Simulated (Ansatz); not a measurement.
ZrO2 (fluorite, Fm-3m), LDA in the plane-wave PAW code Ansatz: ε∞ = 5.81, cell volume 31.74 Å³. Infrared-active transverse modes:

```
ω_TO (cm⁻¹)  oscillator strength S_xx (e²/amu)
-----------  ---------------------------------
265.2                                    1.391
```

Compute the static dielectric constant.

Each mode adds (4.921e7/V) S/ω²: 30.65. So ε0 = 36.5.

What LO frequency does the Lyddane–Sachs–Teller relation give?

ω_LO = ω_TO √(ε0/ε∞) = 665 cm⁻¹.

This is a known high-temperature phase of the composition, computed here at zero pressure and temperature. Symmetry was held in the LDA relaxation. At this level the phase is dynamically unstable (imaginary phonons). The run is not spin-polarised. Spin–orbit coupling is left out wherever it is not named.

Potentials: the later of the program's two PAW sets.
